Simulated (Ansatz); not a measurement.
ZrO2:
```yaml
crystal:
  lattice:
    - [3.62098, 0.00000, 0.00000]
    - [0.00000, 3.62098, 0.00000]
    - [0.00000, 0.00000, 5.28284]
  atoms:
    - { symbol: Zr, position: [0.00000, 0.00000, 0.00000] }
    - { symbol: Zr, position: [0.50000, 0.50000, 0.50000] }
    - { symbol: O, position: [0.00000, 0.50000, 0.30717] }
    - { symbol: O, position: [0.00000, 0.50000, 0.80717] }
    - { symbol: O, position: [0.50000, 0.00000, 0.19283] }
    - { symbol: O, position: [0.50000, 0.00000, 0.69283] }
```

Relaxed with PBE. Special points in fractions of this cell's reciprocal vectors: Γ (0.000, 0.000, 0.000); X (0.000, 0.500, 0.000); M (0.500, 0.500, 0.000); Z (0.000, 0.000, 0.500); R (0.000, 0.500, 0.500); A (0.500, 0.500, 0.500).

Problem. List the band energies nearest the valence-band maximum at these points for PBE in the plane-wave PAW code Ansatz.

Solution. In eV from the valence-band maximum; about four levels below and three above (degenerate sets whole), none deeper than 8.9 eV; points with the same levels are listed once.

```
k                    below                above
-  -----------------------  -------------------
Γ  -0.85 -0.17 -0.10 -0.10       4.03 4.56 5.15
X  -1.38 -1.38 -0.13 -0.13  4.42 4.42 5.34 5.34
M  -0.77 -0.77 -0.54 -0.54  5.05 5.05 5.50 5.50
Z  -0.60 -0.60 -0.02 -0.02  4.55 4.55 5.21 5.21
R  -1.29 -1.29 -0.80 -0.80  4.51 4.51 4.85 4.85
A  -1.51 -1.51 -0.12 -0.12  5.08 5.08 5.70 5.70
```

Space group P4_2/nmc. This is a known high-temperature phase of the composition, computed here at zero pressure and temperature. Symmetry was held in the PBE relaxation; whether a distortion lowers the energy is not shown. The run is not spin-polarised. Spin–orbit coupling is left out wherever it is not named.

Potentials: the later of the program's two PAW sets.
